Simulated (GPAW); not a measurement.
Crystal: Fe3Ge.

```xyz
4
Lattice="3.6605 0.0000 0.0000 0.0000 3.6605 0.0000 0.0000 0.0000 3.6605" Properties=species:S:1:pos:R:3 pbc="T T T"
Ge    0.0000    0.0000    0.0000
Fe    1.8303    0.0000    1.8303
Fe    1.8303    1.8303    0.0000
Fe    0.0000    1.8303    1.8303
```

The cell comes from a database or a generator and needn't be the stable form of this composition.

| Property | Result |
| --- | --- |
| Program | GPAW 26.7.0 |
| Task | relaxation of cell and atoms |
| Functional | PBEsol |
| Dispersion | D3(BJ) |
| Potentials or basis | PAW data sets generated in the run's folder for this functional |
| Cutoff | 600 eV |
| Basis | pw |
| k mesh | 7 × 7 × 7 |
| Occupations | fermi-dirac, width 0.05 eV |
| Spin | collinear spin, ferromagnetic start |
| Starting moments | [0.0, 3.0, 3.0, 3.0] μB |

At the start: pressure -14.5 GPa; volume 12.26 Å³/atom.

How do energy, volume and symmetry change on relaxing?

Over 4 steps the energy falls by 44.4 meV/atom and the volume is 11.35 Å³/atom (-7.4 %); space group Pm-3m (No. 221, to 0.05 Å); moment 6.17 μB per cell.

The path:
```tsv
step	energy change (eV)	largest force (eV/Å)	pressure (GPa)	volume (Å³)
1	0.0000	0.0000	-14.53	49.05
2	-0.0493	0.0000	-12.70	48.47
3	-0.1743	0.0000	2.10	44.94
4	-0.1777	0.0000	-0.14	45.40
```

Final structure:
```
Ge Fe
1.0
     3.56729    0.00000    0.00000
     0.00000    3.56729    0.00000
     0.00000    0.00000    3.56729
Ge Fe
1 3
Direct
  0.00000 0.00000 0.00000
  0.50000 0.00000 0.50000
  0.50000 0.50000 0.00000
  0.00000 0.50000 0.50000
```

Caveat: each step starts from the last one's moments, so a moment once lost doesn't come back; later steps reuse the first step's grids; pairwise dispersion overbinds metals, which lowers pressure and volume.
